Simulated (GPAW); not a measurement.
## Au: single point with PBE

The system is Au.

```
CELL_PARAMETERS angstrom
0.00000 2.03500 2.03500
2.03500 0.00000 2.03500
2.03500 2.03500 0.00000
ATOMIC_POSITIONS crystal
Au 0.00000 0.00000 0.00000
```

```json
{
  "Program": "GPAW 26.7.0",
  "Task": "single point",
  "Functional": "PBE",
  "Potentials or basis": "GPAW PAW data sets (gpaw-data 1.2.1)",
  "Cutoff": "600 eV",
  "Basis": "pw",
  "k mesh": "9 × 9 × 9",
  "Occupations": "fermi-dirac, width 0.05 eV",
  "Spin": "no spin polarisation",
  "Maxiter": "80"
}
```

The pressure is 13.3 GPa and the band gap on the k mesh is none (metal or under the smearing width).

Levels at points of the mesh, in eV from the Fermi level:
| k point | band 4 | band 5 | band 6 | band 7 | band 8 | band 9 |
| --- | --- | --- | --- | --- | --- | --- |
| (0.00, 0.00, 0.00) | -4.77 | -3.23 | -3.23 | 15.75 | 19.61 | 19.61 |

It took 8.2 s on 1 thread of Arm Neoverse V1, on a shared host, peak memory 0.13 GiB.

Caveat: with this Au data set, volumes or pressures lay over 1.5 % or 2 GPa off other programs in two to four cells of ten. The run has no spin-orbit coupling, so splittings on Au are missing.
